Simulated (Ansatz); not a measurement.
AlN:

```
Al N
1.0
     3.11300    0.00000    0.00000
    -1.55650    2.69594    0.00000
     0.00000    0.00000    4.98100
Al N
2 2
Cartesian
  1.5565 0.8986 2.4905
  0.0000 1.7973 0.0000
  1.5565 0.8986 4.3833
  0.0000 1.7973 1.8928
```

Program: Ansatz 0.2.0. Alike in all runs: potentials or basis Ansatz PAW; no spin polarisation; cell as given; k mesh 10 × 10 × 6. Hardware: 2 threads of Intel(R) Xeon(R) Processor @ 2.50GHz (Skylake/Cascade Lake), on a shared host.

Problem. Order these runs on this cell by their wall time, lowest first.
A. task Born charges and dielectric tensor; level PBEsol; cutoff (eV) 420; smearing fixed
B. task band structure; level r2SCAN; cutoff (eV) 500; smearing fermi-dirac 0.05 eV; points for each segment of the path 14
C. task single point; level RPBE+D4; cutoff (eV) 420; smearing gaussian 0.05 eV

Solution. C (4.3 s), B (15 s), A (78 s).

Runs at the PBE level aren't shown here.
